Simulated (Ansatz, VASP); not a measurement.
**Two plane-wave programs on SrO**

```
Sr O
1.0
     0.00000    2.81993    2.81993
     2.81993    0.00000    2.81993
     2.81993    2.81993    0.00000
Sr O
1 1
Direct
  0.00000 0.00000 0.00000
  0.25000 0.25000 0.25000
```

Alike in both runs: task single point; functional r2SCAN; k mesh 6 × 6 × 6; no spin polarisation.

|  | VASP | Ansatz |
| --- | --- | --- |
| version | VASP 6.6.1 | Ansatz 0.2.0 |
| potentials or method | VASP PAW PBE potentials, release 64 (Sr_sv, O) | plane waves, PAW |
| plane-wave cutoff (eV) | 520 | 500 |
| occupations | gaussian, width 0.01 eV | fixed |
| valence electrons in the cell | 16 | 16 |

|  | VASP | Ansatz | Ansatz less VASP |
| --- | --- | --- | --- |
| gap on the k mesh at the Fermi level (eV) | 2.83 | 2.81 | -0.014 |
| pressure (GPa) | -1.4 | -1.8 | -0.41 |

Caveats: the PAW data sets were made with another functional, which shifts forces and pressure a little (VASP). A k mesh can miss the band edges. r2SCAN opens gaps a little over a GGA but as a rule still falls short of measured ones.
